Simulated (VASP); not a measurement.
Write the native input for VASP 6.6.1 that does the following.

```yaml
Task: single point
Functional: PBEsol
Potentials_or_basis: VASP PAW PBE potentials, release 64 (V_sv, Si)
Cutoff: 350 eV
k_mesh: 2 × 3 × 3
Occupations: gaussian, width 0.03 eV
Spin: collinear spin, ferromagnetic start
Starting_moments: "[2.0, 0.0, 0.0, 0.0, 0.0, 0.0, 0.0, 0.0, 0.0, 0.0, 0.0, 0.0, 0.0, 0.0, 0.0, 0.0, 0.0, 0.0, 0.0, 0.0, 0.0, 0.0, 0.0, 0.0] μB"
Hubbard_terms: V d U = 3 eV
Dq: -1
Further_INCAR_settings: LREAL = Auto; ALGO = Normal; EDIFF = 1e-05; ISYM = 0; NELECT = 106.0
```

The structure of VSi23 (a cell with a defect) lies in POSCAR:

```
VSi23                                   
1.0
    0.0000000000      8.1555000000      8.1555000000
    5.4370000000      0.0000000000      5.4370000000
    5.4370000000      5.4370000000      0.0000000000
  V               Si            
     1    23
Direct
     0.9916910564946458    0.0020082161867984    0.0005795892888350
     0.0037283958119271    0.0016864349687360    0.4980552151249004
     0.0039535043963240    0.4969429324292248    0.0001792759098716
     0.0035737290859696    0.4999072928091065    0.4955730170489441
     0.3276933702442976    0.0045612210228031    0.0045858283019937
     0.3378550614605868    0.0000096815047018    0.4941062280779104
     0.3381748540250986    0.4943644132076912    0.9996030143262631
     0.3335320298294626    0.4998951012531918    0.4996552644784993
     0.6690485576833850    0.9993687310306980    0.9998998963374875
     0.6633075284888902    0.0007615883972198    0.5076367556332855
     0.6638362766305247    0.5075747113726787    0.9999829132033453
     0.6686265576997394    0.4990802393736085    0.4992520324695185
     0.0812299263732561    0.1260536069057109    0.1271304070408352
     0.0896494410300008    0.1270931748287662    0.6159736778974241
     0.0901079545450439    0.6172636139458981    0.1228655883847601
     0.0834070466637273    0.6263275468770355    0.6249049367247375
     0.4226790594115456    0.1198178666723804    0.1195235476824075
     0.4144266660916894    0.1241242281959148    0.6308756793651359
     0.4148329683045944    0.6310190942424276    0.1239432707941726
     0.4182784758779017    0.6242392318130554    0.6240415502828076
     0.7325414987588473    0.1369404653723071    0.1368419525091032
     0.7539023317534789    0.1234208388885319    0.6252017387482630
     0.7541036660730038    0.6246338990314533    0.1236655593484147
     0.7525380432660522    0.6246238696700692    0.6237540610210676
```

These files were run (other wordings do the same):

INCAR

```
PREC     = Accurate       # precision mode
ENCUT    = 350            # plane-wave cutoff, eV
EDIFF    = 1E-5           # SCF threshold, eV
ISMEAR   = 0              # smearing method
SIGMA    = 0.03           # smearing width, eV
LREAL    = Auto         
LASPH    = True           # aspherical terms in the spheres
NELM     = 120            # most SCF steps
ALGO     = Normal         # electronic algorithm
ISIF     = 2              # what is computed and relaxed
LWAVE    = False          # write WAVECAR
LCHARG   = False          # write CHGCAR
ISPIN    = 2              # spin polarisation
MAGMOM   = 2 0 0 0 0 0 0 0 0 0 0 0 0 0 0 0 0 0 0 0 0 0 0 0 # initial moments
LORBIT   = 11             # projections on sites
LMAXMIX  = 4              # l up to which the mixer works
LDAU     = True           # DFT+U
LDAUTYPE = 2            
LDAUL    = 2 -1           # shell
LDAUU    = 3 0            # U, eV
LDAUJ    = 0 0          
LDAUPRINT= 1            
GGA      = PS             # functional
NELECT   = 106.0        
ISYM     = 0            
KPAR     = 4
```

KPOINTS

```
regular mesh
0
Gamma
  2 3 3
```

Potentials or basis: VASP PAW PBE potentials, release 64 (V_sv, Si).

Command:

```console
$ cat potpaw_PBE.64/V_sv/POTCAR potpaw_PBE.64/Si/POTCAR > POTCAR
$ mpirun -np 4 vasp_std > vasp.out
```

Results of the run:

| Quantity | Value |
| --- | --- |
| Largest force | 0.030 eV/Å |
| Band gap on the k mesh | 0.39 eV, indirect (least direct gap 0.46 eV) |
| Net moment | 2.00 μB per cell |
| Site moments | V +2.10; Si +0.01, -0.00, +0.00, -0.05, -0.01, -0.04 μB |
| Valence electrons inside the program's atomic spheres | V 11.56; Si 1.70, 1.69, 1.71, 1.75 |

Caveat: the cell is charged against a uniform background, so pressure and absolute levels hang on convention; the PAW data sets were made with another functional, which shifts forces and pressure a little; the U is typed as a test and isn't derived for this compound.

It took 2.1 min on 4 MPI ranks on Intel(R) Xeon(R) 6975P-C (Granite Rapids), on a shared host, peak memory 0.63 GiB a rank.
